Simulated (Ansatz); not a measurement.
**TiC: a tetragonal deformation path**

An exercise on one series of results from a longer session: the logs are not shown, and one member is left open.

Method: DFT PBE, scalar-relativistic, plane waves, PAW, in Ansatz 0.2.0.

## The starting structure

The structure is cubic, space group Fm-3m (No. 225). Conventional cell: a = 4.328 Å, b = 4.328 Å, c = 4.328 Å, α = 90.00°, β = 90.00°, γ = 90.00°. Ti (site symmetry m-3m) has 6 C at 2.16 Å in its first shell of neighbours. Around C (site symmetry m-3m) lie 6 Ti at 2.16 Å.

Coordinates:

```
Ti C
1.0
     0.00000    2.16400    2.16400
     2.16400    0.00000    2.16400
     2.16400    2.16400    0.00000
Ti C
1 1
Direct
  0.00000 0.00000 0.00000
  0.50000 0.50000 0.50000
```

No relaxation comes first: the listed cell is the starting point.

The first run:

Contents of input.yaml:

```yaml
crystal:
  lattice:
    - [0.0, 2.164, 2.164]
    - [2.164, 0.0, 2.164]
    - [2.164, 2.164, 0.0]
  atoms:
    - { symbol: Ti, position: [0.0, 0.0, 0.0] }
    - { symbol: C, position: [0.5, 0.5, 0.5] }
basis:
  ecutwfc: 420
kpoints:
  mp_grid: { grid: [20, 20, 20] }
hamiltonian:
  xc: pbe
scf:
  occupations: { method: gaussian, width: 0.15 }
output:
  forces: true
  stress: true
  eigenvalues: true
```

Launch:

```sh
ansatz run input.yaml --threads 1 --pin off --max-ram 2560MiB --backend cpu --events-out ev --progress --plain --runs-dir out
```

Among the steps run: Zero of the scan; ρ = 0.707; At ρ = 1.414; At ρ = 0.850; Point ρ = 1.200; At ρ = 0.780; ρ = 1.300; At ρ = 0.920; ρ = 1.100; At ρ = 0.650; ρ = 1.500; ρ = 0.960; Point ρ = 1.050.

One of the session's tables, all rows but one given; the rest of the session is left out.

Collected from the runs (energy zero: the undisturbed cell):

```
    ρ  ΔE (meV/atom)  pressure (GPa)
0.650         2484.9            78.9
0.707         1537.3            56.9
0.780          708.6            31.3
0.850          270.9            13.9
0.920           64.2             4.3
0.960           14.6             1.7
1.000            0.0             0.9
1.050           18.9             2.0
1.100           69.5             5.1
1.200              ?               ?
1.300          507.2            32.1
1.414          892.2            54.0
1.500         1234.5            72.2
```

Estimate the missing values for ρ = 1.200.

Worked estimate for «ΔE (meV/atom)». A straight line through the neighbours (1.100, 69.5) and (1.300, 507.2) gives 69.5 + (507.2 − 69.5) × (1.200 − 1.100) / (1.300 − 1.100) = 288.3; a parabola fitted to 4 rows on both sides gives 249.4.

The run gave: ΔE (meV/atom): 246.1; pressure (GPa): 16.2. In «ΔE (meV/atom)» the line misses by +42.2 and the parabola by +3.3.
